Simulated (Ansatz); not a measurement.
Runs of Ansatz 0.2.0 on MnSb. It takes space group P6_3/mmc (No. 194, hexagonal). The conventional cell has a = 4.150 Å, b = 4.150 Å, c = 5.780 Å, α = 90.00°, β = 90.00°, γ = 120.00°. Sb (site symmetry -6m2) has 6 Mn at 2.80 Å as nearest neighbours. Mn (site symmetry -3m) has 6 Sb at 2.80 Å and 2 Mn at 2.89 Å as nearest neighbours. 

```csv
task,level,potentials or basis,cell,k mesh,cutoff (eV),points for each segment of the path,gap on the mesh (eV),pressure (GPa),moment (μB)
density of states,r2SCAN,Ansatz PAW,as given,7 × 7 × 5,500,-,none,(a),7.47
single point,PBE,Ansatz PAW,as given,5 × 5 × 4,420,-,none,-3.3,(b)
band structure,PBEsol,Ansatz PAW,as given,7 × 7 × 5,420,14,none,-7.1,6.70
relaxation of cell and atoms,BLYP+D3(BJ),Ansatz PAW,relaxed,7 × 7 × 5,420,-,-,0.0,5.73
```

Alike in all rows: spin collinear, ferromagnetic start; smearing fermi-dirac 0.05 eV.

Task: Estimate the missing entries.

Result: (a) 0.3; (b) 6.67.

Caveats: only a ferromagnetic start was run, and an antiferromagnetic order may lie lower in energy; the PAW data sets come from PBE, with cores solved anew for the run's functional, which leaves a small shift of forces and pressure (some runs); the magnetic or orbital state may not be the lowest (some runs); spin-orbit coupling is left out, which moves the levels of the heavy elements (some runs); the plane-wave basis is chosen anew once the cell has moved, so the energies of steps on either side of that aren't comparable (some runs).

A k mesh can miss the band edges, and the runs leave out spin-orbit coupling on Sb.

A gap of «none» marks a metal or a gap under the smearing width.
